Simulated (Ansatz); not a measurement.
**Bi (buckled honeycomb monolayer, one sheet): optical response by level**

Aim: the dielectric function of Bi (buckled honeycomb monolayer, one sheet) in the independent-particle picture, and how it depends on the functional and on the gap. The runs, in order: HSE06 for the gap; optics with PBE on 6×6×1; optics with r2SCAN on 6×6×1; optics with PBE and scissors to the HSE06 gap on 6×6×1; optics with PBE with spin-orbit coupling on 6×6×1.

Computed with Ansatz 0.2.0 (plane waves, PAW; no local fields, no excitons, unless a step's input says otherwise).

### Step 1. The starting structure

It takes space group P-3m1 (No. 164, trigonal). Conventional cell: a = 4.315 Å, b = 4.315 Å, c = 27.053 Å, α = 90.00°, β = 90.00°, γ = 120.00°. Around Bi (site symmetry 3m) lie 3 Bi at 3.02 Å.

As a file:

```cif
data_structure
_symmetry_space_group_name_H-M 'P-3m1'
_symmetry_Int_Tables_number 164
_cell_length_a 4.3149
_cell_length_b 4.3149
_cell_length_c 27.0531
_cell_angle_alpha 90.000
_cell_angle_beta 90.000
_cell_angle_gamma 120.000
_cell_volume 436.20
loop_
_atom_site_label
_atom_site_type_symbol
_atom_site_symmetry_multiplicity
_atom_site_Wyckoff_symbol
_atom_site_fract_x
_atom_site_fract_y
_atom_site_fract_z
_atom_site_occupancy
Bi1 Bi 2 d 0.33333 0.66667 0.96848 1
```

The cell was relaxed beforehand with r2SCAN; those runs aren't shown. The cell holds one sheet and vacuum, and is periodic in the plane alone; ε, where given, is a mean over the whole height of the cell, so ε₂ and ε₁ − 1 scale inversely with that height and aren't the sheet's own values. Spin-orbit coupling, which matters for Bi, is in the runs so named alone.

### Step 2. HSE06 levels at special points

Contents of input.yaml:

```yaml
crystal:
  lattice:
    - [4.3148968867, 0.0, 0.0]
    - [-2.1574484433, 3.7368103186, 0.0]
    - [0.0, 0.0, 27.0530695984]
  atoms:
    - { symbol: Bi, position: [0.3333333333, 0.6666666667, 0.3127438498] }
    - { symbol: Bi, position: [0.6666666667, 0.3333333333, 0.3757744986] }
  periodic: [true, true, false]
kpoints:
  mp_grid: { grid: [6, 6, 1] }
  band_path:
    path: [[0.0, 0.0, 0.0], [0.5, 0.0, 0.0], [0.3333333333, 0.3333333333, 0.0]]
    npoints: 1
hamiltonian:
  xc: hse06
scf:
  occupations: { method: fixed }
  n_extra_bands: 4
output:
  forces: true
  stress: true
  eigenvalues: true
```

After this run come: Optics, PBE; Optics, r2SCAN; Optics, PBE with a scissors shift; Optics, PBE with spin-orbit coupling.

**Question.** What will the summary of the whole plan be? Wanted: ε∞, PBE; ε∞, r2SCAN; ε∞, PBE with spin-orbit coupling; tallest peak of ε₂, PBE; tallest peak of ε₂, r2SCAN; tallest peak of ε₂, PBE with spin-orbit coupling; HSE06 direct gap.

As calculated:

```
                                        quantity                                value
                                         ε∞, PBE             5.35 (xx, yy), 2.40 (zz)
                                      ε∞, r2SCAN             4.31 (xx, yy), 2.26 (zz)
                      ε∞, PBE + 0.43 eV scissors             4.47 (xx, yy), 2.27 (zz)
                ε∞, PBE with spin-orbit coupling             7.72 (xx, yy), 2.19 (zz)
                         tallest peak of ε₂, PBE                       8.7 at 1.85 eV
                      tallest peak of ε₂, r2SCAN                       7.5 at 2.15 eV
      tallest peak of ε₂, PBE + 0.43 eV scissors                       8.7 at 2.30 eV
tallest peak of ε₂, PBE with spin-orbit coupling  9.5 at 1.15 eV (complete to 7.3 eV)
                                HSE06 direct gap                              1.03 eV
```

PBE + 0.43 eV scissors has the widest direct gap (1.02 eV) and PBE the narrowest (0.59 eV); ε∞ is 4.47 and 5.35 (in the plane). Spin-orbit coupling moves the direct gap by +0.06 eV; ε∞ doesn't compare between these two runs, as the bands summed differ. With a direct gap of only 0.59 eV, ε∞ hangs on the few k points next to it, so this mesh fixes it only roughly. A sheet's ε refers to the whole height of the cell: in the plane ε − 1 falls as one over that height. Local fields and excitons are left out: both change ε∞, and without excitons the onset lacks its lines.
